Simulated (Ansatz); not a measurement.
Base system: NaBr in the rock salt structure (space group Fm-3m, No. 225; a = 6.036 Å). Axes: x, y, z lie along the cube axes.

Calculations: Ansatz (a first-principles code) PBE, no spin-orbit coupling.

Strains are applied to the cell and any free atomic positions relax; under biaxial strain the out-of-plane vector relaxes too.

One change was made to it. Results:

| quantity | base | after |
|---|---|---|
| gap character | direct at Γ | direct at Γ |
| energy relative to the base (free energy F) | 0 meV/atom | +0.3 meV/atom |

Problem. What was done to the base?
A) uniaxial strain ε_yy = −3.73 %
B) biaxial strain +3.71 %, plane normal [111], relaxed out of plane
C) biaxial strain +0.61 %, plane normal [001], relaxed out of plane
D) uniaxial strain ε_xx = +2.88 %

Solution. C, biaxial strain +0.61 %, plane normal [001], relaxed out of plane. For comparison, the energy relative to the base in the other runs: biaxial strain +3.71 %, plane normal [111], relaxed out of plane gives +7.6 meV/atom; uniaxial strain ε_yy = −3.73 % gives +5.4 meV/atom; uniaxial strain ε_xx = +2.88 % gives +2.4 meV/atom.

Whether these cells are dynamically stable was not tested. k-point labels follow each cell's own Brillouin zone.
